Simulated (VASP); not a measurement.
ZrN:

```
Zr N
1.0
     0.00000    2.30000    2.30000
     2.30000    0.00000    2.30000
     2.30000    2.30000    0.00000
Zr N
1 1
Cartesian
  2.3000 2.3000 2.3000
  0.0000 0.0000 0.0000
```

* Program: VASP 6.6.1
* Task: single point
* Functional: PBE
* Potentials or basis: VASP PAW PBE potentials, release 64 (Zr_sv, N)
* Cutoff: 520 eV
* k mesh: 10 × 10 × 10
* Occupations: fermi-dirac, width 0.05 eV
* Spin: no spin polarisation

On this cell: pressure -0.6 GPa; largest force zero by symmetry; band gap on the k mesh none (metal or under the smearing width).

The same run follows on a disturbed copy (atoms moved at random, drawn with an rms of 0.05 Å):

```
CELL_PARAMETERS angstrom
0.00000 2.30000 2.30000
2.30000 0.00000 2.30000
2.30000 2.30000 0.00000
ATOMIC_POSITIONS crystal
Zr 0.49908 0.50418 0.49783
N 0.00043 0.99544 0.00642
```

Question: What does the disturbed cell give?

Answer: The energy (extrapolated to zero smearing) moves by +1.9 meV/atom; pressure -0.5 GPa; largest force 0.278 eV/Å; band gap on the k mesh none (metal or under the smearing width).

Forces in eV/Å, atoms in the order of the input:
```
Zr  -0.004  0.223 -0.166
N    0.004 -0.223  0.166
```

Stress tensor (GPa, compression positive):
```
-0.56  0.00  0.00
 0.00 -0.45  0.04
 0.00  0.04 -0.49
```
